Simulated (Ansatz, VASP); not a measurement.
# Cross-check of Ge (ladder Ge chain) between VASP and Ansatz

Wanted: the spread between two codes on one cell, functional and k mesh. The structure shown is the start of the Ansatz relaxation below; VASP solves that cell, so the two are compared at the walk's first step. Other levels of theory on this material are compared in a session of their own.

Program: Ansatz 0.2.0. Level of theory: plane waves, with VASP 6.6.1 beside it; single point at LDA. Results are calculated unless marked as measured.

**1. Starting point**

The cell holds 2 atoms: 2 Ge. Its edges and angles: a = 9.000 Å, b = 7.500 Å, c = 2.348 Å, α = 90.0°, β = 90.0°, γ = 90.0°. Vacuum lies along a and b. The structure's axis is c.

**2. Ansatz: relaxation, LDA**

Ansatz runs on its default PAW (the set named soft_2) files.

The two programs are compared at the cell with which this relaxation starts, whose forces are those of its first step.

Input file input.yaml:

```yaml
crystal:
  lattice:
    - [9.0, 0.0, 0.0]
    - [0.0, 7.5, 0.0]
    - [0.0, 0.0, 2.3484]
  atoms:
    - { symbol: Ge, position: [0.388533333, 0.5, 0.0], spin: 0.3 }
    - { symbol: Ge, position: [0.611466667, 0.5, 0.5], spin: 0.3 }
magnetization:
  spin_polarized: true
kpoints:
  mp_grid: { grid: [1, 1, 35] }
scf:
  occupations: { method: fermi_dirac, width: 0.05 }
hamiltonian:
  xc: lda
relax:
  cell: { fix: [a, b, alpha, beta, gamma] }
  max_steps: 60
```

On the command line:

```console
> ansatz run input.yaml --threads 4 --pin off --max-ram 8192MiB --backend cpu --events-out ev --progress --plain --runs-dir out
```

Numbers of over 12 decimals in the logs are rounded to 6 here.

Output:

```text
Engine: ansatz 0.2.0, aarch64-unknown-linux-gnu
Pseudopotentials: kind: paw
Pseudopotential: Ge, paw, valence charge 14, recommended cutoff 420 eV (normal), Ge.paw.azcp
Functional definition: SPW92
  exchange = slater_x
  correlation = pw_c
Crystal: 2 atoms, lattice volume = 158.517 Å³
Basis set: ecut = 420 eV, 3069 PW (Γ)
Bands: 19, of which v1, the nominal top of the filled ones, is band 14 counted from 1 (13 counted from 0)
Symmetry: 8 space group operations
Space group: Pmma (ITA 51), of the structure as read, at distance tolerance 5.4e-5 Å
Magnetic group: BNS 51.289 (UNI 387), of the structure as read, at distance tolerance 5.4e-5 Å
k-points: 18 of 35
Non-local potential: Ge, projectors of the file, l = 0: 2, l = 1: 2, l = 2: 3, l = 3: 1
PAW form: soft (Blöchl's): semilocal exchange-correlation on the pseudo side does not see the compensation charge
PAW frozen core: Ge, regenerated for the run's functional, and the local potential with it (the file was generated under x = pbe(κ = 0.804, μ = 0.219515), c = pbe(β = 0.066725))
PAW one-centre angular grid: Ge, 590 points (default); XC on 64 Gauss nodes
Initial density: superposition of atomic densities (neutral atoms: chi_scale 0, normalization atom)
Starting moments: Σ|m| = 0.6 μB on 2 of 2 sites
Initial wavefunctions: pseudopotential atomic-orbital guess
Functional: x = slater, c = lda
SCF iter   1: F=—  HF=-8428.936998 eV  |F-HF|=—  |Δ(HF+E_count)|=         —  Δρ=1.80e-2 (↑1.80e-2 ↓1.77e-2)  dr2=1.37e0  dr2_m=3.52e-1  M=0.029 μB ∫|m|=0.031 μB  β_m=0.30  ethr=3.10e-3  ⟨swp⟩=7.0  Hψ=3454  notcnv=0
preconditioner: auto → Resta (q_TF=auto, 2.044 Å⁻¹)  ε∞=1.8  [insulator: Δε(μ)=0.138 eV  Ē_g=8.759 eV  σ=0.050 eV  W_gap=0.60  n_scr=20 (ndim 8)  ℏωp=7.8 eV  f_vac=0.616  D(μ)=0.65/eV (n_scr^D=4)  ε∞_Penn≈1.8  vacuum switching on, ρ_ref=5.6e-3 e/Å³]
spin=Collinear: Resta preconditioning applied to the charge; magnetization (m = ρ↑ − ρ↓) channel mixes plain (no charge-response kernel on spin).
SCF iter   2: F=—  HF=-8428.618377 eV  |F-HF|=—  |Δ(HF+E_count)|=   3.19e-1  Δρ=1.22e-2 (↑1.22e-2 ↓1.18e-2)  dr2=3.71e-1  dr2_m=1.73e-1  M=0.055 μB ∫|m|=0.055 μB  β_m=0.30  ethr=3.10e-3  ⟨swp⟩=2.7  Hψ=1172  notcnv=0  defer=8
preconditioner: auto → LDOS  [metal: Δε(μ)=0.166 eV  Ē_g=8.793 eV  σ=0.050 eV  W_gap=0.47  n_scr=20 (ndim 8)  ℏωp=7.9 eV  f_vac=0.621  D(μ)=1.66/eV (n_scr^D=8)]
spin=Collinear: LDOS preconditioning applied to the charge; magnetization (m = ρ↑ − ρ↓) channel mixes plain (no charge-response kernel on spin).
SCF iter   3: F=—  HF=-8428.499206 eV  |F-HF|=—  |Δ(HF+E_count)|=   1.19e-1  Δρ=8.01e-3 (↑7.77e-3 ↓8.01e-3)  dr2=3.28e-2  dr2_m=8.64e-2  M=0.050 μB ∫|m|=0.050 μB  β_m=0.30  ethr=1.32e-3  ⟨swp⟩=2.9  Hψ=1088  notcnv=0  defer=8
SCF iter   4: F=—  HF=-8428.494213 eV  |F-HF|=—  |Δ(HF+E_count)|=   4.99e-3  Δρ=5.78e-3 (↑5.20e-3 ↓5.78e-3)  dr2=3.98e-3  dr2_m=4.30e-2  M=0.046 μB ∫|m|=0.047 μB  β_m=0.30  ethr=1.17e-4  ⟨swp⟩=2.4  Hψ=1036  notcnv=0  defer=7
SCF iter   5: F=—  HF=-8428.496564 eV  |F-HF|=—  |Δ(HF+E_count)|=   2.35e-3  Δρ=3.96e-3 (↑3.74e-3 ↓3.96e-3)  dr2=9.07e-4  dr2_m=2.14e-2  M=0.041 μB ∫|m|=0.041 μB  β_m=0.30  ethr=1.42e-5  ⟨swp⟩=2.1  Hψ=965  notcnv=0  defer=7
SCF iter   6: F=—  HF=-8428.497560 eV  |F-HF|=—  |Δ(HF+E_count)|=   9.96e-4  Δρ=2.74e-3 (↑2.74e-3 ↓2.68e-3)  dr2=1.19e-4  dr2_m=1.07e-2  M=0.035 μB ∫|m|=0.035 μB  β_m=0.30  ethr=3.24e-6  ⟨swp⟩=2.3  Hψ=1025  notcnv=0  defer=7
SCF iter   7: F=—  HF=-8428.498113 eV  |F-HF|=—  |Δ(HF+E_count)|=   5.53e-4  Δρ=1.93e-3 (↑1.93e-3 ↓1.90e-3)  dr2=4.75e-5  dr2_m=5.31e-3  M=0.030 μB ∫|m|=0.031 μB  β_m=0.30  ethr=4.25e-7  ⟨swp⟩=2.0  Hψ=1173  notcnv=0  defer=7
Mixer restart at iter 7: flushing history
spin-set hold released at iteration 7 (site moments contracting): the magnetisation degrees of freedom join the quasi-Newton model from the next iteration; the mixer history was flushed
SCF iter   8: F=—  HF=-8428.498373 eV  |F-HF|=—  |Δ(HF+E_count)|=   2.61e-4  Δρ=1.36e-3 (↑1.36e-3 ↓1.34e-3)  dr2=1.16e-5  dr2_m=2.65e-3  M=0.027 μB ∫|m|=0.027 μB  β_m=0.65  ethr=1.69e-7  ⟨swp⟩=2.5  Hψ=974  notcnv=0  defer=7
SCF iter   9: F=—  HF=-8428.498696 eV  |F-HF|=—  |Δ(HF+E_count)|=   3.23e-4  Δρ=7.10e-5 (↑5.87e-5 ↓7.10e-5)  dr2=5.37e-6  dr2_m=5.60e-6  M=0.013 μB ∫|m|=0.013 μB  β_m=0.65  ethr=4.14e-8  ⟨swp⟩=2.0  Hψ=1191  notcnv=0  defer=7
[...]
basis re-selected at this cell: Δ(F+E_penalty+E_count) = -3.928e-3 eV, ΔP = +0.045 GPa vs the last step (what re-selecting the basis moved, of the pressure what is left beyond the Pulay correction that the steps carried, after the strain that the cell walked since its last selection, with what the two solves' SCF thresholds leave and, on support functions, any second-order correction that the steps lacked; it is no measure of the basis error at this ecutwfc). The dense FFT grid was sized anew with the basis: this SCF ran on 64×54×18 points, the steps before it on 64×54×16, so part of this shift can come from that change (see relax.cell in the input reference). [rest of the remark cut]
Crystal: 2 atoms, lattice volume = 177.334 Å³
[...]
the starting moments were not kept: the SCF closed with an absolute magnetisation of 5.0e-7 μB, where they sum to 0.6 μB in size (2 sites). That is at most 0.1 of that sum. Measured as dr2_m measures the in/out step, that magnetisation stands 3.0e-14 eV from none, at or under the dr2_threshold of 3.4e-8 eV: it is no larger than a step whose dr2_m would equal this threshold.
SCF 9 converged in 6 iterations: F = -8429.224557 eV  dr2 = 4.97e-11
relax step   9: F+E_penalty+E_count = -8429.22455726 eV  Δ(F+E_penalty+E_count) = -1.134e-4 eV  max|allowed force component| = 8.724e-5 eV/Å  Δτ_max = 0.0005 Å  P = -0.043 GPa  Ω = 177.334 Å³  energy of the carried Pulay correction = -1.244e-5 eV  fix = [a, b, alpha, beta, gamma]  reactions: a -0.327, b +0.193 GPa  (6 SCF iters, dr2 threshold 3.40e-8 eV, accepted)
iter 1 solved again at ethr=2.16e-7 eV; its pass at ethr=3.10e-3 eV (dr2=6.05e-5 eV) is discarded
SCF iter   1: F=—  HF=-8429.223181 eV  |F-HF|=—  |Δ(HF+E_count)|=         —  Δρ=6.74e-5 (↑6.74e-5 ↓6.74e-5)  dr2=1.12e-6  dr2_m=7.74e-12  M=-0.000 μB ∫|m|=0.000 μB  β_m=0.30  ethr=2.16e-7  ⟨swp⟩=3.0  Hψ=5040  notcnv=0
preconditioner: auto → Resta (q_TF=auto, 2.006 Å⁻¹)  ε∞=1.9  [insulator: Δε(μ)=0.167 eV  Ē_g=8.332 eV  σ=0.050 eV  W_gap=0.68  n_scr=20 (ndim 8)  ℏωp=7.9 eV  f_vac=0.632  D(μ)=0.87/eV (n_scr^D=4)  ε∞_Penn≈1.9  vacuum switching on, ρ_ref=5.0e-3 e/Å³]
spin=Collinear: Resta preconditioning applied to the charge; magnetization (m = ρ↑ − ρ↓) channel mixes plain (no charge-response kernel on spin).
SCF iter   2: F=—  HF=-8429.223775 eV  |F-HF|=—  |Δ(HF+E_count)|=   5.94e-4  Δρ=4.72e-5 (↑4.72e-5 ↓4.72e-5)  dr2=3.79e-7  dr2_m=3.83e-12  M=-0.000 μB ∫|m|=0.000 μB  β_m=0.51  ethr=3.98e-9  ⟨swp⟩=2.7  Hψ=860  notcnv=0
SCF iter   3: F=—  HF=-8429.224492 eV  |F-HF|=—  |Δ(HF+E_count)|=   7.18e-4  Δρ=1.19e-5 (↑1.19e-5 ↓1.19e-5)  dr2=6.70e-8  dr2_m=2.82e-13  M=-0.000 μB ∫|m|=0.000 μB  β_m=0.76  ethr=1.35e-9  ⟨swp⟩=2.8  Hψ=890  notcnv=0
SCF iter   4: F=—  HF=-8429.224565 eV  |F-HF|=—  |Δ(HF+E_count)|=   7.25e-5  Δρ=2.25e-6 (↑2.25e-6 ↓2.25e-6)  dr2=1.31e-8  dr2_m=8.41e-15  M=-0.000 μB ∫|m|=0.000 μB  β_m=0.68  ethr=2.39e-10  ⟨swp⟩=2.7  Hψ=1222  notcnv=0
SCF iter   5: F=—  HF=-8429.224567 eV  |F-HF|=—  |Δ(HF+E_count)|=   1.71e-6  Δρ=4.57e-7 (↑4.57e-7 ↓4.57e-7)  dr2=1.15e-9  dr2_m=7.78e-16  M=-0.000 μB ∫|m|=0.000 μB  β_m=0.71  ethr=4.69e-11  ⟨swp⟩=2.0  Hψ=1188  notcnv=0
SCF iter   6: F=—  HF=-8429.224567 eV  |F-HF|=—  |Δ(HF+E_count)|=   7.60e-8  Δρ=8.82e-8 (↑8.81e-8 ↓8.82e-8)  dr2=7.60e-11  dr2_m=8.51e-17  M=-0.000 μB ∫|m|=0.000 μB  β_m=0.83  ethr=4.12e-12  ⟨swp⟩=2.0  Hψ=780  notcnv=0
SCF iter   7: F=-8429.224567 eV  HF=-8429.224567 eV  |F-HF|=1.27e-11  |Δ(HF+E_count)|=  6.53e-10  Δρ=2.68e-8 (↑2.68e-8 ↓2.67e-8)  dr2=8.08e-12  dr2_m=1.60e-18  M=-0.000 μB ∫|m|=0.000 μB  ethr=1.00e-12  ⟨swp⟩=6.0  Hψ=2782  notcnv=0
the starting moments were not kept: the SCF closed with an absolute magnetisation of 1.0e-9 μB, where they sum to 0.6 μB in size (2 sites). That is at most 0.1 of that sum. Measured as dr2_m measures the in/out step, that magnetisation stands 1.5e-19 eV from none, at or under the dr2_threshold of 2.0e-11 eV: it is no larger than a step whose dr2_m would equal this threshold.
SCF 10 converged in 7 iterations: F = -8429.224567 eV  dr2 = 8.08e-12
relax step  10: F+E_penalty+E_count = -8429.22456665 eV  Δ(F+E_penalty+E_count) = -9.391e-6 eV  max|allowed force component| = 9.393e-5 eV/Å  Δτ_max = 0.0000 Å  P = -0.044 GPa  Ω = 177.334 Å³  fix = [a, b, alpha, beta, gamma]  reactions: a -0.327, b +0.192 GPa  stress off target by 4.30e-3 GPa on what of the cell is left free  SCF on the basis re-selected at this cell (its energy is not comparable with the rows above)  (7 SCF iters)
basis re-selected at this cell: Δ(F+E_penalty+E_count) = -9.391e-6 eV, ΔP = -0.000 GPa vs the last step (what re-selecting the basis moved, of the pressure what is left beyond the Pulay correction that the steps carried, after the strain that the cell walked since its last selection, with what the two solves' SCF thresholds leave and, on support functions, any second-order correction that the steps lacked; it is no m [...]
SCF converged after 7 iterations
Magnetization: -0.0000 μB (14.0000 up, 14.0000 down)
Absolute magnetization: 0.0000 μB (∫|ρ↑−ρ↓|, with the PAW one-centre terms)
Spin contamination: 0.0000 ħ² per cell (⟨S²⟩ above its minimum at these occupations)
Per-site moments (μB) at R_I (Å): [(-2.153118932790281e-10, 1.054293), (-2.153119622269317e-10, 1.054293)]
Free energy (F): -8429.224567 eV
Harris-Foulkes:  -8429.224567 eV  (|F-HF|=1.27e-11)
Internal energy: -8429.216448 eV  (E = F + TS)
E sigma→0 (E₀):  -8429.220507 eV
Entropy (-TS):   -0.008119 eV (-4.059 meV/atom)
Fermi energy:    -1.315649 eV
--- Per-component energies (eV) ---
  E_band       = -566.641480
  E_kinetic    = 220.565982
  E_local      = -9324.619063  (includes V_loc(G=0)·N_el)
  E_nonlocal   = 836.424101
  E_hartree    = 4224.247644
  E_xc         = -148.478408
  E_vxc        = -127.452522  (∫ρ·V_xc dr)
  E_paw        = -3875.023789  (= ΣΔE_a)
  E_vpaw       = -620.056101  (= ΣTr[D̂ρ^β])
  E_aug_tail   = 0.000562  (compensation charges beyond the density's cutoff)
  E_ewald      = -366.150129
  E_core_change = 3.816652  (= ΣΔE_core)
  E_smearing   = -0.008119  (= −TS)
  E_closure    = 0.000000  (closes the sum)
  Σ components = -8429.224567   (vs F -8429.224567, Δ=0.00e0)
--- Forces (eV/Å), atoms counted from 1 ---
  atom   1  Ge     0.00009393     0.00000000    -0.00000000
  atom   2  Ge    -0.00009393    -0.00000000     0.00000000
  max |Σ_I F_I| component: 2.71e-20 eV/Å
--- Stress (GPa, compression-positive) ---
       -0.327297      -0.000000       0.000000
       -0.000000       0.192412      -0.000000
        0.000000      -0.000000       0.004304
  P = ⅓ Tr σ = -0.0435 GPa (-0.435 kbar)
--- Relaxed structure (8 steps of the walk, 8 accepted, 2 SCFs on fresh bases) ---
  F+E_penalty+E_count = -8429.22456665 eV   max|allowed force component| = 9.393e-5 eV/Å   (the final SCF, on the basis selected at the relaxed cell)
  cell:  # Å, volume = 177.3343 Å³
    - [9.0, 0, 0]
    - [0, 7.5, 0]
    - [0, 0, 2.627175]
  atoms:
    - { symbol: Ge, position: [0.378196, 0.5, 0] }
    - { symbol: Ge, position: [0.621804, 0.5, 0.5] }
```

In the SCF lines HF is the Harris–Foulkes energy and dr2 the Hartree energy of the density residual, in eV; the loop may stop once dr2 is under the threshold and the program's other checks hold. Hψ counts applications of the Hamiltonian.

[end of part 1 of 2]

[Lines on the potential files, build, host, timing and source positions are cut from VASP's logs without a mark.]

[Logs are printed without paths, hosts, clocks, repeated set-up lines and the standing remarks that a program may print on its own settings, such as how far it seeks lower states.]

[Hosts, paths, dates, database ids (printed as entryN), source tags and the programs' standing remarks are cut or masked in the printed files.]
